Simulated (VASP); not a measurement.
# GaN: relaxation of cell and atoms with PBEsol

The system is GaN.

```
Ga N
1.0
     0.00000    2.24709    2.24709
     2.24709    0.00000    2.24709
     2.24709    2.24709    0.00000
Ga N
1 1
Direct
  0.00000 0.00000 0.00000
  0.75000 0.75000 0.75000
```

The cell is a database's computed one.

```
Program                : VASP 6.6.1
Task                   : relaxation of cell and atoms
Functional             : PBEsol
Potentials or basis    : VASP PAW PBE potentials, release 64 (Ga_d, N)
Cutoff                 : 600 eV
k mesh                 : 10 × 10 × 10
Occupations            : gaussian, width 0.03 eV
Spin                   : no spin polarisation
Further INCAR settings : ALGO = Normal; EDIFF = 1e-07; IBRION = 2; EDIFFG = -0.005; NSW = 90; ISIF = 3
```

```json
{"Relaxed volume": "11.35 Å³/atom", "Relaxed cell": "a = 3.179 Å, b = 3.179 Å, c = 3.179 Å, α = 60.00°, β = 60.00°, γ = 60.00°", "Space group after relaxing (to 0.05 Å)": "F-43m (No. 216)", "Energy gained by relaxing": "0.0 meV/atom", "Ionic steps": "3", "Pressure after relaxing": "0.0 GPa", "Band gap on the k mesh": "1.73 eV, direct"}
```

Final structure:
```
CELL_PARAMETERS angstrom
0.00000 2.24755 2.24755
2.24755 0.00000 2.24755
2.24755 2.24755 0.00000
ATOMIC_POSITIONS crystal
Ga 0.00000 0.00000 0.00000
N 0.75000 0.75000 0.75000
```

Levels at points of the mesh, in eV from the valence-band top:
```tsv
k point	band 6	band 7	band 8	band 9	band 10	band 11	band 12	band 13
(0.00, 0.00, 0.00)	-13.08	0.00	0.00	0.00	1.73	10.25	10.25	10.25
(0.50, 0.00, 0.00)	-11.83	-7.17	-0.99	-0.99	4.62	8.67	10.31	10.31
(0.50, 0.50, 0.00)	-11.40	-6.21	-2.76	-2.76	3.23	6.61	11.63	13.96
```

It took 33 s on 1 thread of Intel(R) Xeon(R) Platinum 8259CL CPU @ 2.50GHz (Skylake/Cascade Lake), with other jobs on the host, peak memory 0.17 GiB.

Caveat: the PAW data sets were made with another functional, which shifts forces and pressure a little.
